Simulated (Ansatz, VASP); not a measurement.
Two plane-wave programs on Rh

INCAR

```
PREC     = Accurate       # precision mode
ENCUT    = 520            # plane-wave cutoff, eV
EDIFF    = 1E-6           # SCF threshold, eV
ISMEAR   = 0              # smearing method
SIGMA    = 0.15           # smearing width, eV
LREAL    = F              # projectors in reciprocal space
LASPH    = T              # aspherical terms in the spheres
NELM     = 100            # most SCF steps
ALGO     = Fast           # electronic algorithm
ISIF     = 2              # what is computed and relaxed
LWAVE    = F              # write WAVECAR
LCHARG   = F              # write CHGCAR
GGA      = PE             # functional
NBANDS   = 14             # bands
```

File KPOINTS:

```
regular mesh
0
Gamma
  22 22 22
```

Contents of POSCAR:

```
Rh
1.0
    0.0000000000      2.0842511428      1.5304656142
    2.0842511428      0.0000000000      1.5304656142
    2.0842511428      2.0842511428      0.0000000000
Rh
1
Direct
    0.0000000000      0.0000000000      0.0000000000
```

Input for Ansatz:

```yaml
crystal:
  lattice:
    - [0.0, 2.0842511428, 1.5304656142]
    - [2.0842511428, 0.0, 1.5304656142]
    - [2.0842511428, 2.0842511428, 0.0]
  atoms:
    - { symbol: Rh, position: [0.0, 0.0, 0.0] }
basis:
  ecutwfc: 420
kpoints:
  mp_grid: { grid: [22, 22, 22] }
hamiltonian:
  xc: pbe
  pseudopotentials: { kind: paw, azcp: { folder: soft_1 } }
scf:
  occupations: { method: gaussian, width: 0.15 }
output:
  forces: true
  stress: true
  eigenvalues: true
  write_density: true
  write_potential: true
  elf: true
  volumetric_format: npy
```

Alike in both runs: task single point; functional PBE; k mesh 22 × 22 × 22; occupations gaussian, width 0.15 eV; no spin polarisation.

|  | VASP | Ansatz |
| --- | --- | --- |
| version | VASP 6.6.1 | Ansatz 0.2.0 |
| potentials or method | VASP PAW PBE potentials, release 64 (Rh_pv) | scalar-relativistic, plane waves, PAW |
| plane-wave cutoff (eV) | 520 | 420 |
| valence electrons in the cell | 15 | 17 |

Ansatz gave:

* gap on the k mesh at the Fermi level (eV): none
* pressure (GPa): 24.3
* largest component of the traceless stress (GPa): 8.97

What did VASP give for the same quantities?

gap on the k mesh at the Fermi level (eV): none; pressure (GPa): 24.2; largest component of the traceless stress (GPa): 8.92.

A gap of «none» marks a metal or a gap that the smearing closes. The two sets of potentials don't hold the same shells in valence.

Caveats: so large a pressure means that the cell lies far from this level's equilibrium, or that cutoff or potentials fall short (VASP).
